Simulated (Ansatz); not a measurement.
BaSnO$_{3}$ (cubic perovskite)

```
CELL_PARAMETERS angstrom
      4.13052     0.00000     0.00000
      0.00000     4.13052     0.00000
      0.00000     0.00000     4.13052
ATOMIC_POSITIONS crystal
  Ba 0.00000 0.00000 0.00000
  Sn 0.50000 0.50000 0.50000
  O  0.00000 0.50000 0.50000
  O  0.50000 0.50000 0.00000
  O  0.50000 0.00000 0.50000
```

The slice is a {100} plane (indices of the conventional cell) through the point (0.500, 0.500, 0.500) (fractional), spanned by u = [100] and v = [010] in vectors of this cell: u (4.13 Å) and v (4.13 Å, at 90° to u). It covers one period; positions are fractions (u, v).

The numbers are results of r2SCAN (plane waves to 500 eV, PAW, scalar-relativistic; Ansatz, a first-principles code), not measurements. k mesh 8×8×8. These are valence fields of a PAW run, semicore shells included where kept as valence: close to a nucleus they are smooth pseudo fields. BaSnO3 was relaxed with its symmetry unable to fall. The PAW data are Ansatz's earlier set.

Q: Around which element is the density of the highest valence band (whole band, smooth part) largest on this plane?

A: O. Mean over a disc round each atom, of radius 0.45 times the shortest bond: O 0.093, Sn 0.001 e/Å³.

Q: What is the valence density on the shortest Sn–O line in this plane (2.07 Å), at its midpoint?

A: 0.61 e/Å³.

Q: What is the ELF at the midpoint of the shortest Sn–O line in this plane (2.07 Å)?

A: 0.24.

Q: Sketch the density of the lowest conduction band (whole band as if filled, smooth part) on this plane as a map.

A: 
```
|111122334433221122558888668888552211223344332211|
|222233444433221111334455445544331111223344443322|
|333344444433221100111122222211110011223344444433|
|334444444433110000000000000000000000113344444444|
|333333333322110000000000000000000000112233333333|
|222222221111000000000000000000000000001111222222|
|111111110000000000000000000000000000000000111111|
|222211000000000000000000000000000000000000001122|
|665533110000000000000000000000000000000000113355|
|998844110000000000000000000000000000000000114488|
|998855220000000000000000000000000000000000225588|
|776644220000000000000000000000000000000000224466|
|998855220000000000000000000000000000000000225588|
|998844110000000000000000000000000000000000114488|
|665533110000000000000000000000000000000000113355|
|222211000000000000000000000000000000000000001122|
|111111110000000000000000000000000000000000111111|
|222222221111000000000000000000000000001111222222|
|333333333322110000000000000000000000112233333333|
|334444444433110000000000000000000000113344444444|
|333344444433221100111122222211110011223344444433|
|222233444433221111334455445544331111223344443322|
|111122334433221122558888668888552211223344332211|
|001122333333221122669999779999662211223333332211|
```
Scale: ten equal steps from 0.000 (start of '0') to 0.303 (end of '9'), in the order '0123456789'. Values: density of the lowest conduction band (whole band as if filled, smooth part) in e/Å³. The map has 24 points along u (two characters each, u = 0 at the left) and 24 along v (v = 0 in the bottom row).
